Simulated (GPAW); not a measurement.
# Ge (Pm-3m) in GPAW: further runs

The runs below take Ge through single point, with TPSS, PBE.

Everything below comes from runs of GPAW 26.7.0. Logs are shortened: lines on timing, memory, paths and dates and some standing lists are left out, and cuts for length are marked. The log counts tension as positive stress, the text compression.

### Step 1. The structure

It takes space group Pm-3m (No. 221, cubic). The conventional cell has a = 2.710 Å, b = 2.710 Å, c = 2.710 Å, α = 90.00°, β = 90.00°, γ = 90.00°. Ge (site symmetry m-3m) has 6 Ge at 2.71 Å as nearest neighbours.

The cell was built by a generator and needn't be a form met in nature.

### Step 2. Single point, TPSS

Contents of run.py:

```python
from ase.dft.bandgap import bandgap
from ase.io import read, write
from ase.units import GPa
from gpaw import GPAW, PW

atoms = read('Ge.xyz')

calc = GPAW(mode=PW(600),
            xc='MGGA_X_TPSS+MGGA_C_TPSS',
            kpts={'size': (10, 10, 10), 'gamma': True},
            occupations={'name': 'fermi-dirac', 'width': 0.05},
            nbands=8,
            convergence={'density': 1e-05, 'energy': 1e-05},
            eigensolver='davidson',
            maxiter=150,
            txt='gpaw.txt')
atoms.calc = calc
energy = atoms.get_potential_energy()
forces = atoms.get_forces()
stress = atoms.get_stress()
calc.write('gs.gpw')
write('result.traj', atoms)
print(f'Energy: {energy:.6f} eV')
print('Forces (eV/A):')
print(forces.round(4))
print('Stress (GPa):', (stress / GPa).round(3))
print('Fermi level:', round(calc.get_fermi_level(), 4), 'eV')
print(f'Gap: {bandgap(calc)[0]:.4f} eV, direct: {bandgap(calc, direct=True)[0]:.4f} eV')
```

Contents of Ge.xyz:

```xyz
1
Lattice="2.7104700000 0.0000000000 0.0000000000 0.0000000000 2.7104700000 0.0000000000 0.0000000000 0.0000000000 2.7104700000" Properties=species:S:1:pos:R:3 pbc="T T T"
Ge     0.0000000000      0.0000000000      0.0000000000
```

Potentials or basis: GPAW PAW data sets (gpaw-data 1.2.1), pw.

Run with:

```sh
$ OMP_NUM_THREADS=1 python run.py
```

gpaw.txt:

```text
__  _  _
 | _ |_)|_||  |
 |__||  | ||/\| - 26.7.0

Input parameters:
  mode=PW(ecut=600.0),
  convergence={'density': 1e-05, 'energy': 1e-05},
  eigensolver=Davidson(niter=2),
  kpts=MonkhorstPack(size=(10, 10, 10), gamma=True),
  maxiter=150,
  nbands=8,
  occupations=Occupations(name='fermi-dirac', width=0.05),
  xc=XC(name='MGGA_X_TPSS+MGGA_C_TPSS')

Diagonalizing LCAO Hamiltonian
Converting LCAO to pw mode
   .------.
  /|      |
 * |      |
 | .------.
 |/      /
 Ge-----*

Atoms  # Å, Bohr magnetons
|   | symbol |        x |        y |        z |    initial magnetic moments |
|---|--------|----------|----------|----------|-----------------------------|
| 0 |     Ge | 0.000000 | 0.000000 | 0.000000 | ( 0.0000,  0.0000,  0.0000) |

Unit cell  # Å
| periodic |        x |        y |        z |  lengths |    angles |
|----------|----------|----------|----------|----------|-----------|
|      yes | 2.710470 | 0.000000 | 0.000000 | 2.710470 | 90.000000 |
|      yes | 0.000000 | 2.710470 | 0.000000 | 2.710470 | 90.000000 |
|      yes | 0.000000 | 0.000000 | 2.710470 | 2.710470 | 90.000000 |

Number of symmetries: 48
Symmetry operations  # r_c * U_cc + t_c -> r_c
|    | kind |            matrix            |
|----|------|------------------------------|
|  0 |  E   |  1, 0, 0,  0, 1, 0,  0, 0, 1 |
|  1 |  σ   |  1, 0, 0,  0, 1, 0,  0, 0,-1 |
|  2 |  σ   |  1, 0, 0,  0, 0, 1,  0, 1, 0 |
|  3 |  C4  |  1, 0, 0,  0, 0, 1,  0,-1, 0 |
|  4 |  C4  |  1, 0, 0,  0, 0,-1,  0, 1, 0 |
|  5 |  σ   |  1, 0, 0,  0, 0,-1,  0,-1, 0 |
|  6 |  σ   |  1, 0, 0,  0,-1, 0,  0, 0, 1 |
|  7 |  C2  |  1, 0, 0,  0,-1, 0,  0, 0,-1 |
|  8 |  σ   |  0, 1, 0,  1, 0, 0,  0, 0, 1 |
|  9 |  C2  |  0, 1, 0,  1, 0, 0,  0, 0,-1 |
| 10 |  C3  |  0, 1, 0,  0, 0, 1,  1, 0, 0 |
| 11 |  S6  |  0, 1, 0,  0, 0, 1, -1, 0, 0 |
| 12 |  S6  |  0, 1, 0,  0, 0,-1,  1, 0, 0 |
| 13 |  C3  |  0, 1, 0,  0, 0,-1, -1, 0, 0 |
| 14 |  C4  |  0, 1, 0, -1, 0, 0,  0, 0, 1 |
| 15 |  S4  |  0, 1, 0, -1, 0, 0,  0, 0,-1 |
| 16 |  C3  |  0, 0, 1,  1, 0, 0,  0, 1, 0 |
| 17 |  S6  |  0, 0, 1,  1, 0, 0,  0,-1, 0 |
| 18 |  σ   |  0, 0, 1,  0, 1, 0,  1, 0, 0 |
| 19 |  C4  |  0, 0, 1,  0, 1, 0, -1, 0, 0 |
| 20 |  C2  |  0, 0, 1,  0,-1, 0,  1, 0, 0 |
| 21 |  S4  |  0, 0, 1,  0,-1, 0, -1, 0, 0 |
| 22 |  S6  |  0, 0, 1, -1, 0, 0,  0, 1, 0 |
| 23 |  C3  |  0, 0, 1, -1, 0, 0,  0,-1, 0 |
| 24 |  S6  |  0, 0,-1,  1, 0, 0,  0, 1, 0 |
| 25 |  C3  |  0, 0,-1,  1, 0, 0,  0,-1, 0 |
| 26 |  C4  |  0, 0,-1,  0, 1, 0,  1, 0, 0 |
| 27 |  σ   |  0, 0,-1,  0, 1, 0, -1, 0, 0 |
| 28 |  S4  |  0, 0,-1,  0,-1, 0,  1, 0, 0 |
| 29 |  C2  |  0, 0,-1,  0,-1, 0, -1, 0, 0 |
| 30 |  C3  |  0, 0,-1, -1, 0, 0,  0, 1, 0 |
| 31 |  S6  |  0, 0,-1, -1, 0, 0,  0,-1, 0 |
| 32 |  C4  |  0,-1, 0,  1, 0, 0,  0, 0, 1 |
| 33 |  S4  |  0,-1, 0,  1, 0, 0,  0, 0,-1 |
| 34 |  S6  |  0,-1, 0,  0, 0, 1,  1, 0, 0 |
| 35 |  C3  |  0,-1, 0,  0, 0, 1, -1, 0, 0 |
| 36 |  C3  |  0,-1, 0,  0, 0,-1,  1, 0, 0 |
| 37 |  S6  |  0,-1, 0,  0, 0,-1, -1, 0, 0 |
| 38 |  σ   |  0,-1, 0, -1, 0, 0,  0, 0, 1 |
| 39 |  C2  |  0,-1, 0, -1, 0, 0,  0, 0,-1 |
| 40 |  σ   | -1, 0, 0,  0, 1, 0,  0, 0, 1 |
| 41 |  C2  | -1, 0, 0,  0, 1, 0,  0, 0,-1 |
| 42 |  C2  | -1, 0, 0,  0, 0, 1,  0, 1, 0 |
| 43 |  S4  | -1, 0, 0,  0, 0, 1,  0,-1, 0 |
| 44 |  S4  | -1, 0, 0,  0, 0,-1,  0, 1, 0 |
| 45 |  C2  | -1, 0, 0,  0, 0,-1,  0,-1, 0 |
| 46 |  C2  | -1, 0, 0,  0,-1, 0,  0, 0, 1 |
| 47 |  i   | -1, 0, 0,  0,-1, 0,  0, 0,-1 |

BZ-sampling:
  Number of BZ points: 1000
  Number of IBZ points: 56

  Monkhorst-Pack size: [10, 10, 10]
  Monkhorst-Pack shift: [0.05, 0.05, 0.05]

K-points  # in reciprocal-cell coordinates
|     |                                coordinates |     weight |
|-----|--------------------------------------------|------------|
|   0 | (  0.00000000,   0.00000000,   0.00000000) | 0.00100000 |
|   1 | (  0.10000000,   0.00000000,   0.00000000) | 0.00600000 |
|   2 | (  0.10000000,   0.10000000,   0.00000000) | 0.01200000 |
|   3 | (  0.10000000,   0.10000000,   0.10000000) | 0.00800000 |
|   4 | (  0.20000000,   0.00000000,   0.00000000) | 0.00600000 |
|   5 | (  0.20000000,   0.10000000,   0.00000000) | 0.02400000 |
|   6 | (  0.20000000,   0.10000000,   0.10000000) | 0.02400000 |
|   7 | (  0.20000000,   0.20000000,   0.00000000) | 0.01200000 |
|   8 | (  0.20000000,   0.20000000,   0.10000000) | 0.02400000 |
|   9 | (  0.20000000,   0.20000000,   0.20000000) | 0.00800000 |
| ... |                                            |            |
|  55 | (  0.50000000,   0.50000000,   0.50000000) | 0.00100000 |

Plane wave coefficients: 691
Cutoff: 600.0 eV

Spin-components: 1 (collinear spins)
Bands:           8
Projectors:      5
Spin-degeneracy: 2
Datatype:        complex128

Parallelization:
  kpt:    1
  domain: 1
  band:   1

Density:
  Valence electrons: 4.0
  Components: 1
  Grid points: [16 16 16]
  Charge: 0.0  # |e|

Potential:
  Grid points: [16 16 16]

species:
  Ge:
    name:    Germanium
    Z:       32.0
    valence: 4
    core:    28
    charge:  0.0  # [|e|]
    compensation charges:
      type: gauss
      rc: 0.32  # [Å]
      lmax: 2
    cutoffs:
      filter: 1.77  # [Å]
      core: 3.42  # [Å]
    projectors
    | kind |    occ | energy [eV] | rcut [Å] |
    |------|--------|-------------|----------|
    |   4s |  2.000 |     -11.726 |    1.005 |
    |   4p |  2.000 |      -3.896 |    1.005 |
    |    s |        |      15.485 |    1.005 |
    |    p |        |      23.315 |    1.005 |
    |    d |        |       0.000 |    1.005 |

    Using partial waves for Ge as LCAO basis

Reference energy: -57097.637853  # eV

eigensolver:
  Davidson
  Converge bands: occupied
  niter=2

density mixing:
  MSR1-Mixer
  Pratt-step length: 0.05
  Maximum mixing coefficient: 0.75
  Old densities: 10
  SVD Regularization: 0.005
  Good broyden scale: 1.0
  Trust region scale: 1.0
  Backstep threshold: 4.0
  History deletion threshold: 6.0
  Fourier metric: weight=20.0, sigma=0.015

occupation numbers:
  Fermi-Dirac:
    width: 0.0500  # eV

poisson solver:
  ecut: 4800.0  # eV

xc functional:
  name: MGGA_X_TPSS+MGGA_C_TPSS with 2 nearest neighbor stencil

convergence criteria:
- Maximum integral of absolute [dens]ity change: 1e-05 electrons / valence electron
- Maximum [total energy] change in last 3 cyles: 1e-05 eV / valence electron
- Maximum integral of absolute [eigenst]ate change: 4e-08 eV^2 / valence electron
maximum number of iterations: 150

SCF iterations
|iter     | |      energy | eigst |  dens |
|---------|-|-------------|-------|-------|
|iter:   1| |    9.246432 | +2.49 |       |
|iter:   2| |  -11.614563 | -0.20 | -0.85 |
|iter:   3| |  -11.684792 | -2.49 | -1.16 |
|iter:   4| |  -11.684207 | -3.82 | -1.21 |
|iter:   5| |  -11.685978 | -3.32 | -1.34 |
|iter:   6| |  -11.690643 | -3.36 | -1.75 |
|iter:   7| |  -11.690631 | -4.84 | -1.59 |
|iter:   8| |  -11.687894 | -4.43 | -1.57 |
|iter:   9| |  -11.687980 | -5.58 | -1.75 |
|iter:  10| |  -11.687593 | -4.75 | -1.76 |
|iter:  11| |  -11.687677 | -5.33 | -1.90 |
|iter:  12| |  -11.687405 | -4.34 | -1.93 |
|iter:  13| |  -11.687399 | -4.47 | -2.33 |
|iter:  14| |  -11.687400c| -5.94 | -4.27 |
|iter:  15| |  -11.687399c| -7.59c| -4.44 |
|iter:  16| |  -11.687399c| -8.37c| -4.58 |
|iter:  17| |  -11.687399c| -9.66c| -5.73c|

Converged in 17 steps
Energy contributions relative to reference atoms: (reference = -57097.637853)

Energy contributions:
  Kinetic:           6.293994
  Coulomb:          -5.722837
  Zero:              0.035507
  External:          0.000000
  Xc:              -12.292434
  Entropy:          -0.003259
  Spinorbit:         0.000000
  ----------------------------
  Free energy:     -11.689029
  Extrapolated:    -11.687399

dipole moment: (-8.860301, -8.860301, -8.860301)  # |e|*Ang

Fermi level: 7.014
Eigenvalues  # (at kpt = [0.000, 0.000, 0.000])
| band index |      eig [eV] | occ [0-2] |
|------------|---------------|-----------|
|          0 |        -5.845 |     2.000 |
|          1 |        13.646 |     0.000 |
|          2 |        13.646 |     0.000 |
|          3 |        13.646 |     0.000 |
|          4 |        17.064 |     0.000 |
|          5 |        17.064 |     0.000 |
|          6 |        19.309 |     0.000 |
|          7 |        32.690 |     0.000 |

No gap
No difference between direct/indirect transitions

Forces  # eV/Ang
|        x |        y |       z |
|----------|----------|---------|
| -0.00000 | -0.00000 | 0.00000 |  # Ge   0

Stress tensor  # eV/Ang^3
|         x |         y |        z |
|-----------|-----------|----------|
|  0.013653 | -0.000000 | 0.000000 |
| -0.000000 |  0.013653 | 0.000000 |
|  0.000000 |  0.000000 | 0.013653 |

# Writing to gs.gpw (mode='')
```

Run time: 14 s. Hardware: 1 thread of Arm Neoverse V2, shared host; peak memory 0.16 GiB.

What came out:

| Quantity | Value |
| --- | --- |
| Free energy | -11.6890 eV |
| Pressure | -2.2 GPa |
| Band gap on the k mesh | none (metal or under the smearing width) |

Caveat: the PAW data sets were made with another functional, which shifts forces and pressure a little.

### Step 3. Single point, PBE

Contents of run.py:

```python
from ase.io import read
from gpaw import PW
from gpaw.dft import DFT

atoms = read('Ge.cif')

dft = DFT(atoms,
          mode=PW(600),
          xc='PBE',
          kpts={'size': (10, 10, 10), 'gamma': True},
          occupations={'name': 'fermi-dirac', 'width': 0.05},
          nbands=8,
          convergence={'density': 1e-05, 'energy': 1e-05},
          maxiter=150,
          txt='gpaw.txt')
print(f'Energy: {dft.calculate_energy():.6f} eV')
print('Forces (eV/A):')
print(dft.calculate_forces().round(4))
print('Stress (eV/A^3):', dft.calculate_stress().round(6))
dft.write_gpw_file('gs.gpw')
```

Contents of Ge.cif:

```cif
data_Ge
_cell_length_a 2.71047000
_cell_length_b 2.71047000
_cell_length_c 2.71047000
_cell_angle_alpha 90.00000000
_cell_angle_beta 90.00000000
_cell_angle_gamma 90.00000000
_space_group_name_H-M_alt 'P1'
_space_group_name_Hall 'P 1'
_space_group_IT_number 1
loop_
_space_group_symop_operation_xyz
'x,y,z'
loop_
_atom_site_label
_atom_site_type_symbol
_atom_site_symmetry_multiplicity
_atom_site_Wyckoff_symbol
_atom_site_fract_x
_atom_site_fract_y
_atom_site_fract_z
_atom_site_occupancy
Ge1 Ge 1 a 0.0000000000 0.0000000000 0.0000000000 1
```

Potentials or basis: GPAW PAW data sets (gpaw-data 1.2.1), pw.

Run with:

```sh
$ OMP_NUM_THREADS=1 python run.py
```

Wall time 3.8 s (1 thread of Arm Neoverse V2, shared host); peak memory 0.13 GiB.

Results (log left out):

```
Free energy            : -4.3103 eV
Pressure               : -0.6 GPa
Band gap on the k mesh : none (metal or under the smearing width)
```

Levels at points of the mesh, in eV from the Fermi level:
```tsv
k point	band 1	band 2	band 3	band 4
(0.00, 0.00, 0.00)	-12.73	6.61	6.61	6.61
(0.50, 0.00, 0.00)	-9.05	-5.58	9.46	9.46
(0.50, 0.50, 0.00)	-5.10	-2.52	-2.52	3.17
(0.50, 0.50, 0.50)	-0.53	0.34	0.34	0.34
```

### Step 4. The reference run

An earlier run on the cell as given: functional PBE; potentials or basis GPAW PAW data sets (gpaw-data 1.2.1); cutoff 600 eV; basis pw; k mesh 10 × 10 × 10; occupations fermi-dirac, width 0.05 eV; no spin polarisation.

- Pressure: -0.6 GPa
- Band gap on the k mesh: none (metal or under the smearing width)
